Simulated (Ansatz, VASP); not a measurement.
# One calculation of ZrC, two programs

INCAR

```
SYSTEM = ZrC
PREC = Accurate
ENCUT = 520
EDIFF = 1E-7
ISMEAR = -1
SIGMA = 0.05
LREAL = .FALSE.
LASPH = .TRUE.
NELM = 100
ALGO = Normal
ISIF = 2
LWAVE = .FALSE.
LCHARG = .FALSE.
NBANDS = 15
```

The input KPOINTS:

```
Automatic mesh
0
G
  15 15 15
  0 0 0
```

Contents of POSCAR:

```
ZrC
1.0
    0.0000000000      2.3207235877      2.3207235877
    2.3207235877      0.0000000000      2.3207235877
    2.3207235877      2.3207235877      0.0000000000
Zr C
1 1
Direct
    0.5000000000      0.5000000000      0.5000000000
    0.0000000000      0.0000000000      0.0000000000
```

Input for Ansatz:

```yaml
crystal:
  lattice:
    - [0.0, 2.3207235877, 2.3207235877]
    - [2.3207235877, 0.0, 2.3207235877]
    - [2.3207235877, 2.3207235877, 0.0]
  atoms:
    - { symbol: Zr, position: [0.5, 0.5, 0.5] }
    - { symbol: C, position: [0.0, 0.0, 0.0] }
kpoints:
  mp_grid: { grid: [15, 15, 15] }
scf:
  occupations: { method: fermi_dirac, width: 0.05 }
hamiltonian:
  xc: lda
  pseudopotentials: { kind: paw }
output:
  forces: true
  stress: true
  eigenvalues: true
  populations: true
  write_density: true
  write_potential: true
  elf: true
  volumetric_format: npy
```

Alike in both runs: task single point; functional LDA; k mesh 15 × 15 × 15; occupations fermi-dirac, width 0.05 eV; no spin polarisation.

|  | VASP | Ansatz |
| --- | --- | --- |
| version | VASP 6.6.1 | Ansatz 0.2.0 |
| potentials or method | VASP PAW LDA potentials, release 64 (Zr_sv, C) | PAW with Ansatz's default frozen-core files, scalar-relativistic |
| plane-wave cutoff (eV) | 520 | 420 |
| valence electrons in the cell | 16 | 16 |

```tsv
	VASP	Ansatz	Ansatz less VASP
pressure (GPa)	0.7	0.0	-0.66
```
